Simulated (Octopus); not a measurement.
Runs of Octopus 16.4 on GaAs. The structure is cubic, space group F-43m (No. 216). Conventional cell: a = 5.654 Å, b = 5.654 Å, c = 5.654 Å, α = 90.00°, β = 90.00°, γ = 90.00°. As (site symmetry -43m) is surrounded by 4 Ga at 2.45 Å. Around Ga (site symmetry -43m) lie 4 As at 2.45 Å. 

```csv
task,level,potentials or basis,spin,k mesh,smearing,convRelDens,extraStates,chebyshevFilterDegree,ACBN0Screening,started from,grid spacing,other keys,gap on the mesh (eV)
single point,PBE,"pseudodojo_pbe (PseudoDojo 0.5, PBE)",off,8 × 8 × 8,fermi-dirac 0.05 eV,3e-07,6,-,-,-,0.133 Å,-,0.51
electron localisation function,LDA,"pseudodojo_lda (PseudoDojo 0.4, LDA)",off,6 × 6 × 6,fermi-dirac 0.1 eV,1e-06,8,40,0,-,0.154 Å,ExtraStates = 8; ChebyshevFilterDegree = 40; ACBN0Screening = 0,0.28
single point,r2SCAN,hscv_lda (LDA),off,5 × 5 × 5,fermi-dirac 0.02 eV,1e-06,6,-,-,-,0.111 Å,-,0.63
single point,rSCAN,hgh_lda (LDA),"collinear, ferromagnetic start",6 × 6 × 6,methfessel-paxton 0.05 eV,1e-06,7,-,-,PBE run,0.222 Å,-,(a)
```

Alike in all rows: cell as given.

Q: Estimate the missing entries.

A: (a) 0.75.

Caveats: this is an older set of potentials, less accurate than current ones (some runs).

A k mesh can miss the band edges, and the runs leave out spin-orbit coupling on As, Ga.

The runs don't all hold the same shells in valence.
